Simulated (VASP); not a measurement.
# CaSe (Fm-3m) in VASP: a series of runs

CaSe is run at these levels: r2SCAN, PBE; tasks: single point, relaxation of cell and atoms.

Program: VASP 6.6.1. These are calculated values, not measurements. Logs are shortened: lines on timing, memory, paths and dates and some standing lists are left out, and cuts for length are marked.

**Measured values to compare with.**

A printed reference work, monograph, original work of 1988 reports, for a bulk crystal of CaSe at 2 K: band gap 3.85 eV (indirect).

How close the calculation comes is told below.

### Step 1. The cell of the first run

It takes space group Fm-3m (No. 225, cubic). The conventional cell has a = 5.935 Å, b = 5.935 Å, c = 5.935 Å, α = 90.00°, β = 90.00°, γ = 90.00°. Ca (site symmetry m-3m) has 6 Se at 2.97 Å within 3.9 Å. Se (site symmetry m-3m) has 6 Ca at 2.97 Å within 3.9 Å.

### Step 2. Single point, r2SCAN

POSCAR

```
CaSe
1.0
    0.0000000000      2.9675306062      2.9675306062
    2.9675306062      0.0000000000      2.9675306062
    2.9675306062      2.9675306062      0.0000000000
Ca Se
1 1
Direct
    0.0000000000      0.0000000000      0.0000000000
    0.5000000000      0.5000000000      0.5000000000
```

INCAR.step1

```
PREC = Accurate
ENCUT = 520
ISMEAR = 0
SIGMA = 0.01
LREAL = False
LASPH = True
NELM = 60
NBANDS = 15
GGA = PE
ALGO = Normal
EDIFF = 1E-4
LWAVE = True
LCHARG = False
```

INCAR.step2

```
PREC = Accurate
ENCUT = 520
EDIFF = 1E-6
ISMEAR = 0
SIGMA = 0.01
LREAL = False
LASPH = True
NELM = 60
ALGO = Normal
ISIF = 2
LWAVE = False
LCHARG = False
METAGGA = R2SCAN
LMIXTAU = True
NBANDS = 15
ISTART = 1
```

KPOINTS

```
Automatic mesh
0
Gamma
  8 8 8
```

Potentials or basis: VASP PAW PBE potentials, release 64 (Ca_sv, Se).

On the command line:

```console
$ cat potpaw_PBE.64/Ca_sv/POTCAR potpaw_PBE.64/Se/POTCAR > POTCAR
$ cp INCAR.step1 INCAR
$ mpirun -np 1 vasp_std > vasp.out
$ cp INCAR.step2 INCAR
$ mpirun -np 1 vasp_std > vasp.out
```

OUTCAR:

```text
PREC = Accurate
   ENCUT = 520
   EDIFF = 1E-6
   ISMEAR = 0
   LREAL = False
   LASPH = True
   NELM = 60
   ISIF = 2
   METAGGA = R2SCAN
   ISTART = 1

 ion  position               nearest neighbor table
   1  0.000  0.000  0.000-   2 2.97   2 2.97   2 2.97   2 2.97   2 2.97   2 2.97
   2  0.500  0.500  0.500-   1 2.97   1 2.97   1 2.97   1 2.97   1 2.97   1 2.97

  LATTYP: Found a face centered cubic cell.
 ALAT       =     5.9350612124

  Lattice vectors:

 A1 = (   0.0000000000,   2.9675306062,   2.9675306062)
 A2 = (   2.9675306062,   0.0000000000,   2.9675306062)
 A3 = (   2.9675306062,   2.9675306062,   0.0000000000)

Analysis of symmetry for initial positions (statically):
=====================================================================
 Subroutine PRICEL returns:
 Original cell was already a primitive cell.

 Routine SETGRP: Setting up the symmetry group for a
 face centered cubic supercell.

 Subroutine GETGRP returns: Found 48 space group operations
 (whereof 48 operations were pure point group operations)
 out of a pool of 48 trial point group operations.

The static configuration has the point symmetry O_h .

Analysis of symmetry for dynamics (positions and initial velocities):
=====================================================================
 Subroutine PRICEL returns:
 Original cell was already a primitive cell.

 Routine SETGRP: Setting up the symmetry group for a
 face centered cubic supercell.

 Subroutine GETGRP returns: Found 48 space group operations
 (whereof 48 operations were pure point group operations)
 out of a pool of 48 trial point group operations.

The dynamic configuration has the point symmetry O_h .

 Subroutine INISYM returns: Found 48 space group operations
 (whereof 48 operations are pure point group operations),
 and found     1 'primitive' translations

----------------------------------------------------------------------------------------

                                     Primitive cell

  volume of cell :      52.2656

  direct lattice vectors                    reciprocal lattice vectors
     0.000000000  2.967530606  2.967530606    -0.168490259  0.168490259  0.168490259
     2.967530606  0.000000000  2.967530606     0.168490259 -0.168490259  0.168490259
     2.967530606  2.967530606  0.000000000     0.168490259  0.168490259 -0.168490259

  length of vectors
     4.196722030  4.196722030  4.196722030     0.291833689  0.291833689  0.291833689

  position of ions in fractional coordinates (direct lattice)
     0.000000000  0.000000000  0.000000000
     0.500000000  0.500000000  0.500000000

  ion indices of the primitive-cell ions
   primitive index   ion index
                 1           1
                 2           2

----------------------------------------------------------------------------------------

 KPOINTS: Automatic mesh

Automatic generation of k-mesh.
 Grid dimensions read from file:
 generate k-points for:    8    8    8

 Generating k-lattice:

  Cartesian coordinates                     Fractional coordinates (reciprocal lattice)
    -0.021061282  0.021061282  0.021061282     0.125000000  0.000000000  0.000000000
     0.021061282 -0.021061282  0.021061282     0.000000000  0.125000000  0.000000000
     0.021061282  0.021061282 -0.021061282     0.000000000  0.000000000  0.125000000

  Length of vectors
     0.036479211  0.036479211  0.036479211

  Shift w.r.t. Gamma in fractional coordinates (k-lattice)
     0.000000000  0.000000000  0.000000000

 Subroutine IBZKPT returns following result:
 ===========================================

 Found     29 irreducible k-points:

 Following reciprocal coordinates:
            Coordinates               Weight
  0.000000  0.000000  0.000000      1.000000
  0.125000  0.000000  0.000000      8.000000
  0.250000  0.000000  0.000000      8.000000
  0.375000  0.000000  0.000000      8.000000
  0.500000  0.000000  0.000000      4.000000
  0.125000  0.125000  0.000000      6.000000
[... 16 lines left out ...]
  0.500000  0.250000  0.125000     48.000000
 -0.375000  0.250000  0.125000     24.000000
 [... further k-points ...]
   k-points           NKPTS =     29   k-points in BZ     NKDIM =     29   number of bands    NBANDS=     15
   number of dos      NEDOS =    301   number of ions     NIONS =      2
   total plane-waves  NPLWV =  32768
   dimension x,y,z NGX =    32 NGY =   32 NGZ =   32
   dimension x,y,z NGXF=    64 NGYF=   64 NGZF=   64
   ions per type =               1   1
   NGX,Y,Z   is equivalent  to a cutoff of  12.68, 12.68, 12.68 a.u.
   NGXF,Y,Z  is equivalent  to a cutoff of  25.35, 25.35, 25.35 a.u.
 SYSTEM =  unknown system
   PREC   = accura    normal or accurate (medium, high low for compatibility)
   ISTART =      1    job   : 0-new  1-cont  2-samecut
   ICHARG =      0    charge: 1-file 2-atom 10-const
   ISPIN  =      1    spin polarized calculation?
   LNONCOLLINEAR =      F non collinear calculations
   LSORBIT =      F    spin-orbit coupling
   LASPH  =      T    aspherical Exc in radial PAW
   ENCUT  =  520.0 eV  38.22 Ry    6.18 a.u.   7.80  7.80  7.80*2*pi/ulx,y,z
   NELM   =     60;   NELMIN=  2; NELMDL=  0     # of ELM steps
   EDIFF  = 0.1E-05   stopping-criterion for ELM
   LREAL  =      F    real-space projection
   EDIFFG = 0.1E-04   stopping-criterion for IOM
   NSW    =      0    number of steps for IOM
   IBRION =     -1    ionic relax: 0-MD 1-quasi-New 2-CG
   NFREE  =      0    steps in history (QN), initial steepest desc. (CG)
   ISIF   =      2    stress and relaxation
   ISYM   =      2    0-nonsym 1-usesym 2-fastsym
   POTIM  = 0.5000    time-step for ionic-motion
   TEBEG  =    0.0;   TEEND  =   0.0 temperature during run
   PSTRESS=    0.0 pullay stress
   NELECT =      16.0000    total number of electrons
   NUPDOWN=      -1.0000    fix difference up-down
   EMIN   =  10.00;   EMAX   =-10.00  energy-range for DOS
   EFERMI =   0.00;   METHOD = LEGACY
   ISMEAR =     0;   SIGMA  =   0.01  broadening in eV -4-tet -1-fermi 0-gaus
   EFERMI_NEDOS =   21; number of points for ismear=-14 and -15
   IALGO  =     38    algorithm
   IMIX   =      4    mixing-type and parameters
     AMIX     =   0.40;   BMIX     =  1.00
     AMIX_MAG =   1.60;   BMIX_MAG =  1.00
  volume/ion in A,a.u.               =      26.13       176.35
  Fermi-wavevector in a.u.,A,eV,Ry     =   1.103341  2.085012 16.563196  1.217361
  Thomas-Fermi vector in A             =   2.239797
   LORBIT       =      0    0 simple, 1 ext, 2 COOP (PROOUT), +10 PAW based schemes
   METAGGA = R2SCAN    functional components
   LHFCALC =     F    Hartree Fock is set to
   AEXX    =    0.0000 exact exchange contribution
   IVDW    =     0    specifies the selected vdW correction
   LEPSILON=     F    determine dielectric tensor
   LRPA    =     F    only Hartree local field effects (RPA)
 non-spin polarized calculation
 Gauss-broadening in eV      SIGMA  =   0.01
  energy-cutoff  :      520.00
  volume of cell :       52.27
 maximum number of plane-waves:      1424
   NGX = 15   NGY = 15   NGZ = 15

 number of electron      15.9999997 magnetization

 Free energy of the ion-electron system (eV)
  ---------------------------------------------------
  ext. energy  EPLUGINS =         0.00000000
  ---------------------------------------------------
  free energy    TOTEN  =       -25.97908819 eV

  energy without entropy =      -25.97908819  energy(sigma->0) =      -25.97908819

 E-fermi :   2.1679     XC(G=0):  -9.5353

 val. band max:        2.1145719786   @ k =   0.0000   0.0000   0.0000
 cond. band min:       4.6314894259   @ k =   0.5000   0.5000   0.0000
 fundamental gap:      2.5169174473
 Fermi energy:         2.1679150238

 k-point     1 :       0.0000    0.0000    0.0000
  band No.  band energies     occupation
      1     -39.2133      2.00000
      2     -19.3227      2.00000
      3     -19.3227      2.00000
      4     -19.3227      2.00000
      5     -10.0442      2.00000
      6       2.1146      2.00000
      7       2.1146      2.00000
      8       2.1146      2.00000
      9       6.1935      0.00000
     10       6.3447      0.00000
     11       6.3448      0.00000
     12       6.3448      0.00000
     13       6.9342      0.00000
     14       6.9342      0.00000
     15      12.5777      0.00000

 k-point     2 :       0.1250    0.0000    0.0000
  band No.  band energies     occupation
      1     -39.2124      2.00000
      2     -19.3394      2.00000
      3     -19.3238      2.00000
      4     -19.3237      2.00000
      5      -9.9504      2.00000
      6       1.3955      2.00000
      7       1.8873      2.00000
      8       1.8873      2.00000
      9       6.3062      0.00000
     10       6.5617      0.00000
     11       6.5617      0.00000
     12       7.0782      0.00000
     13       7.3361      0.00000
     14       7.3361      0.00000
     15      12.6972      0.00000

 k-point     3 :       0.2500    0.0000    0.0000
  band No.  band energies     occupation
      1     -39.2102      2.00000
      2     -19.3789      2.00000
      3     -19.3262      2.00000
      4     -19.3261      2.00000
      5      -9.7123      2.00000
      6       0.1714      2.00000
      7       1.4396      2.00000
      8       1.4396      2.00000
      9       6.4104      0.00000
     10       7.0956      0.00000
     11       7.0956      0.00000
     12       8.3373      0.00000
     13       8.3373      0.00000
     14       8.5049      0.00000
     15      12.1929      0.00000

 k-point     4 :       0.3750    0.0000    0.0000
  band No.  band energies     occupation
      1     -39.2080      2.00000
      2     -19.4178      2.00000
      3     -19.3286      2.00000
      4     -19.3286      2.00000
      5      -9.4544      2.00000
      6      -0.7734      2.00000
      7       1.0788      2.00000
      8       1.0788      2.00000
      9       6.7905      0.00000
     10       7.7954      0.00000
     11       7.7954      0.00000
     12       8.7135      0.00000
     13       9.4604      0.00000
     14       9.4604      0.00000
     15      11.7701      0.00000
[... 307 lines left out ...]
 k-point    22 :       0.3750    0.2500    0.1250
  band No.  band energies     occupation
      1     -39.2085      2.00000
      2     -19.3844      2.00000
      3     -19.3441      2.00000
      4     -19.3308      2.00000
      5      -9.5902      2.00000
      6      -0.1519      2.00000
      7       1.1818      2.00000
      8       1.2334      2.00000
      9       6.0386      0.00000
     10       7.4039      0.00000
     11       7.8396      0.00000
     12       7.8949      0.00000
     13       8.5365      0.00000
     14      10.3164      0.00000
     15      11.4549      0.00000

 k-point    23 :       0.5000    0.2500    0.1250
  band No.  band energies     occupation
      1     -39.2067      2.00000
      2     -19.4039      2.00000
      3     -19.3521      2.00000
      4     -19.3353      2.00000
      5      -9.4234      2.00000
      6      -0.5330      2.00000
      7       0.7070      2.00000
      8       0.9895      2.00000
      9       6.5272      0.00000
     10       7.9191      0.00000
     11       8.2085      0.00000
     12       8.3539      0.00000
     13       8.8685      0.00000
     14      10.4720      0.00000
     15      10.8599      0.00000

 k-point    24 :      -0.3750    0.2500    0.1250
  band No.  band energies     occupation
      1     -39.2060      2.00000
      2     -19.4125      2.00000
      3     -19.3536      2.00000
      4     -19.3384      2.00000
      5      -9.3519      2.00000
      6      -0.6765      2.00000
      7       0.5114      2.00000
      8       0.8986      2.00000
      9       7.1454      0.00000
     10       7.4391      0.00000
     11       8.4266      0.00000
     12       8.7293      0.00000
     13       9.0544      0.00000
     14       9.9549      0.00000
     15      11.4081      0.00000

 [... further k-points ...]
[... 5 lines left out ...]
  --------------------------------------------------------------------------------------
  -------------------------------------------------------------------------------------
  Total        0.0808241      0.0808241      0.0808241      0.0000000     -0.0000000     -0.0000000
  in kB        2.4776267      2.4776267      2.4776267      0.0000000     -0.0000000     -0.0000000
  external PRESSURE =       2.4776267 kB  Pullay stress =       0.0000000 kB

 VOLUME and BASIS-vectors are now :
 -----------------------------------------------------------------------------
  energy-cutoff  :      520.00
  volume of cell :       52.27
      direct lattice vectors                 reciprocal lattice vectors
     0.000000000  2.967530606  2.967530606    -0.168490259  0.168490259  0.168490259
     2.967530606  0.000000000  2.967530606     0.168490259 -0.168490259  0.168490259
     2.967530606  2.967530606  0.000000000     0.168490259  0.168490259 -0.168490259

 POSITION                                       TOTAL-FORCE (eV/Angst)
 -----------------------------------------------------------------------------------
      0.00000      0.00000      0.00000         0.000000     -0.000000      0.000000
      2.96753      2.96753      2.96753         0.000000      0.000000     -0.000000
 -----------------------------------------------------------------------------------
    total drift:                                0.000000     -0.000000     -0.000000

  FREE ENERGIE OF THE ION-ELECTRON SYSTEM (eV)
  ---------------------------------------------------
  free  energy   TOTEN  =       -25.9790881916 eV

  energy  without entropy=      -25.9790881916  energy(sigma->0) =      -25.97908819
```

Wall time 37 s (1 thread of Intel Xeon Platinum 8488C (Sapphire Rapids), shared host); peak memory 0.19 GiB.

What came out:

```
Free energy            : -25.9791 eV
Pressure               : 0.2 GPa
Band gap on the k mesh : 2.52 eV, indirect (least direct gap 3.46 eV)
```

Levels at points of the mesh, in eV from the valence-band top:
| k point | band 4 | band 5 | band 6 | band 7 | band 8 | band 9 | band 10 | band 11 | band 12 | band 13 |
| --- | --- | --- | --- | --- | --- | --- | --- | --- | --- | --- |
| (0.00, 0.00, 0.00) | -21.44 | -12.16 | 0.00 | 0.00 | 0.00 | 4.08 | 4.23 | 4.23 | 4.23 | 4.82 |
| (0.50, 0.00, 0.00) | -21.44 | -11.45 | -3.24 | -1.17 | -1.17 | 5.10 | 6.07 | 6.09 | 6.09 | 8.10 |
| (0.50, 0.50, 0.00) | -21.47 | -11.57 | -2.52 | -0.94 | -0.94 | 2.52 | 5.60 | 5.76 | 6.62 | 6.62 |

Caveat: the PAW data sets were made with another functional, which shifts forces and pressure a little.

### Step 3. Relaxation of cell and atoms, PBE

This run uses another cell than the first one, of 25.83 Å³/atom, 0.988 times its volume.

INCAR

```
SYSTEM = CaSe
PREC = Accurate ; ENCUT = 600
EDIFF = 1E-6 ; ISMEAR = -1
SIGMA = 0.02 ; LREAL = .FALSE.
LASPH = .TRUE. ; NELM = 60
ALGO = Normal ; ISIF = 3
LWAVE = .FALSE. ; LCHARG = .FALSE.
GGA = PE ; IBRION = 2
NSW = 80 ; EDIFFG = -0.005
```

KPOINTS

```
regular mesh
0
G
  6 6 6
  0 0 0
```

POSCAR

```
CaSe
1.0
    0.0000000000      2.9560000000      2.9560000000
    2.9560000000      0.0000000000      2.9560000000
    2.9560000000      2.9560000000      0.0000000000
Ca Se
1 1
Direct
    0.0000000000      0.0000000000      0.0000000000
    0.5000000000      0.5000000000      0.5000000000
```

Potentials or basis: VASP PAW PBE potentials, release 64 (Ca_sv, Se).

On the command line:

```console
$ cat potpaw_PBE.64/Ca_sv/POTCAR potpaw_PBE.64/Se/POTCAR > POTCAR
$ mpirun -np 1 vasp_std > vasp.out
```

It took 23 s on 1 thread of Intel Xeon Platinum 8488C (Sapphire Rapids), shared host; peak memory 0.2 GiB.

It converged, with:

```yaml
Free_energy: -9.4853 eV
Relaxed_volume: 26.54 Å³/atom
Relaxed_cell: a = 4.218 Å, b = 4.218 Å, c = 4.218 Å, α = 60.00°, β = 60.00°, γ = 60.00°
Space_group_after_relaxing_to_0.05_Å: Fm-3m (No. 225)
Energy_gained_by_relaxing: 3.0 meV/atom
Ionic_steps: 3
Pressure_after_relaxing: 0.0 GPa
Band_gap_on_the_k_mesh: 2.08 eV, indirect (least direct gap 2.99 eV)
```

Step by step:
```tsv
step	energy change (eV)	largest force (eV/Å)	pressure (GPa)	volume (Å³)
1	0.0000	0.0000	1.37	51.66
2	-0.0058	0.0000	-0.23	53.33
3	-0.0059	0.0000	0.00	53.07
```

Final structure:
```xyz
2
Lattice="0.0000 2.9828 2.9828 2.9828 0.0000 2.9828 2.9828 2.9828 0.0000" Properties=species:S:1:pos:R:3 pbc="T T T"
Ca    0.0000    0.0000    0.0000
Se    2.9828    2.9828    2.9828
```

Levels at points of the mesh, in eV from the valence-band top:
```csv
k point,band 4,band 5,band 6,band 7,band 8,band 9,band 10,band 11,band 12
"(0.00, 0.00, 0.00)",-20.82,-11.71,0.00,0.00,0.00,3.21,3.71,3.71,3.71
"(0.50, 0.00, 0.00)",-20.83,-11.06,-3.19,-1.15,-1.15,4.47,5.41,5.44,5.44
"(0.50, 0.50, 0.00)",-20.85,-11.16,-2.46,-0.91,-0.91,2.08,4.94,4.99,5.92
```

A k mesh can miss the band edges. PBE gaps usually lie below the measured ones, often by a third to a half.

### Step 4. How close it comes

Step 2. Against the measured gap of CaSe, 3.85 eV (indirect; 2 K; a printed reference work, monograph, original work of 1988), the calculated 2.52 eV is off by -1.33 eV. Spin-orbit coupling on Se is left out. The value is that of r2SCAN on a finite k mesh, which can miss the band edges, without temperature or zero-point motion.
